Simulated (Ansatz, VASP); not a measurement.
# Sr7O8 (a cell with a defect) in VASP and in Ansatz

```
CELL_PARAMETERS angstrom
0.00000 5.19478 -5.19478
5.19478 5.19478 0.00000
5.19478 0.00000 -5.19478
ATOMIC_POSITIONS crystal
Sr 0.00000 0.50000 0.50000
Sr 0.50000 0.00000 0.50000
Sr 0.50000 0.50000 0.50000
Sr 0.00000 0.00000 0.00000
Sr 0.00000 0.50000 0.00000
Sr 0.50000 0.00000 0.00000
Sr 0.50000 0.50000 0.00000
O 0.26656 0.73344 0.23344
O 0.26656 0.26656 0.23344
O 0.75000 0.75000 0.25000
O 0.73344 0.26656 0.23344
O 0.26656 0.73344 0.76656
O 0.25000 0.25000 0.75000
O 0.73344 0.73344 0.76656
O 0.73344 0.26656 0.76656
```

Change from the starting cell: Sr vacancy, atoms relaxed.

Alike in both runs: functional PBE; k mesh 4 × 4 × 4; occupations gaussian, width 0.05 eV; no spin polarisation.

Ansatz relaxed the structure, and its values are those at the end. VASP's run is a single point on that final structure, the one shown.

|  | VASP | Ansatz |
| --- | --- | --- |
| version | VASP 6.6.1 | Ansatz 0.2.0 |
| potentials or method | VASP PAW PBE potentials, release 64 (Sr_sv, O) | scalar-relativistic, plane waves, PAW |
| plane-wave cutoff (eV) | 520 | 420 |
| valence electrons in the cell | 118 | 118 |

|  | VASP | Ansatz | Ansatz less VASP |
| --- | --- | --- | --- |
| gap on the k mesh at the Fermi level (eV) | none | none | - |
| pressure (GPa) | 0.4 | 0.0 | -0.45 |
| rms of the force components (eV/Å) | 0.015 | 0.000 | -0.0150 |

A gap of «none» marks a metal or a gap that the smearing closes. With one functional, cell and mesh, what is left measures potentials, basis and numerics. Ansatz warned: «stress_scf_threshold_loose».
